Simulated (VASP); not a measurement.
Set up this calculation in VASP 6.6.1, as the native input.

| Item | Value |
| --- | --- |
| Task | single point |
| Functional | PBEsol |
| Potentials or basis | VASP PAW PBE potentials, release 64 (V_sv) |
| Cutoff | 520 eV |
| k mesh | 15 × 15 × 15 |
| Occupations | fermi-dirac, width 0.1 eV |
| Spin | no spin polarisation |
| Dipole correction | no |
| Further INCAR settings | ALGO = Fast; EDIFF = 1e-06; NBANDS = 12 |

The structure of V lies in POSCAR:

```
V
1.0
    2.5035338402      0.0000000000      0.0000000000
    0.0000000000      2.5035338402      0.0000000000
    0.0000000000      0.0000000000      2.5035338402
V
1
Direct
    0.0000000000      0.0000000000      0.0000000000
```

This isn't the form of V at room conditions, which is bcc.

These files were run (other wordings do the same):

INCAR

```
SYSTEM = V
  PREC = Accurate
  ENCUT = 520
  EDIFF = 1E-6
  ISMEAR = -1
  SIGMA = 0.1
  LREAL = .False.
  LASPH = .True.
  NELM = 100
  ALGO = Fast
  ISIF = 2
  LWAVE = .False.
  LCHARG = .False.
  GGA = PS
  NBANDS = 12
```

KPOINTS

```
regular mesh
0
Gamma
  15 15 15
  0 0 0
```

Potentials or basis: VASP PAW PBE potentials, release 64 (V_sv).

Launch:

```console
$ cat potpaw_PBE.64/V_sv/POTCAR > POTCAR
$ mpirun -np 1 vasp_std > vasp.out
```

Results of the run:

| Quantity | Value |
| --- | --- |
| Pressure | -12.9 GPa |
| Band gap on the k mesh | none (metal or under the smearing width) |

Caveat: the PAW data sets were made with another functional, which shifts forces and pressure a little.

Run time: 16 s on 1 thread of Intel(R) Xeon(R) Platinum 8559C (Emerald Rapids), with other jobs on the host, peak memory 0.13 GiB.
